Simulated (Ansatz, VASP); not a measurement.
# Two plane-wave programs on MgI2

Contents of INCAR:

```
  PREC = Accurate
  ENCUT = 520
  EDIFF = 1E-6
  ISMEAR = 0
  SIGMA = 0.05
  LREAL = F
  LASPH = T
  NELM = 60
  ALGO = Normal
  ISIF = 2
  LWAVE = F
  LCHARG = T
  GGA = PE
  LELF = T
  LVHAR = T
  NBANDS = 15
```

Contents of KPOINTS:

```
regular mesh
0
Gamma
  6 6 4
```

File POSCAR:

```
MgI2
1.0
    4.1537001214      0.0000000000      0.0000000000
   -2.0768500607      3.5972098248      0.0000000000
    0.0000000000      0.0000000000      6.7590700000
Mg I
1 2
Direct
    0.0000000000      0.0000000000      0.0000000000
    0.3333333333      0.6666666667      0.7576300000
    0.6666666667      0.3333333333      0.2423700000
```

Input for Ansatz:

```yaml
crystal:
  lattice:
    - [4.1537001214, 0.0, 0.0]
    - [-2.0768500607, 3.5972098248, 0.0]
    - [0.0, 0.0, 6.75907]
  atoms:
    - { symbol: Mg, position: [0.0, 0.0, 0.0] }
    - { symbol: I, position: [0.3333333333, 0.6666666667, 0.75763] }
    - { symbol: I, position: [0.6666666667, 0.3333333333, 0.24237] }
basis:
  ecutwfc: 420
kpoints:
  mp_grid: { grid: [6, 6, 4] }
hamiltonian:
  xc: pbe
scf:
  occupations: { method: gaussian, width: 0.05 }
output:
  forces: true
  stress: true
  eigenvalues: true
```

Change from the starting cell: strain +0.000 along x and y, -0.015 along z, atoms carried along.

Alike in both runs: task single point; functional PBE; k mesh 6 × 6 × 4; occupations gaussian, width 0.05 eV; no spin polarisation.

|  | VASP | Ansatz |
| --- | --- | --- |
| version | VASP 6.6.1 | Ansatz 0.2.0 |
| potentials or method | VASP PAW PBE potentials, release 64 (Mg, I) | scalar-relativistic, plane waves, PAW |
| plane-wave cutoff (eV) | 520 | 420 |
| valence electrons in the cell | 16 | 44 |

```tsv
	VASP	Ansatz	Ansatz less VASP
gap on the k mesh at the Fermi level (eV)	3.44	3.46	+0.019
least direct gap on the mesh (eV)	3.65	3.67	+0.017
pressure (GPa)	1.7	1.8	+0.06
largest component of the traceless stress (GPa)	0.47	0.46	-0.007
rms of the force components (eV/Å)	0.066	0.070	+0.0046
```

Atom by atom the forces differ by 0.005 eV/Å (rms over components). The two sets of potentials don't hold the same shells in valence.

Caveats: spin-orbit coupling is left out, which moves the levels of the heavy elements; this functional lacks dispersion, which binds the layers, so the pressure and a relaxed spacing across them are unreliable. A k mesh can miss the band edges.
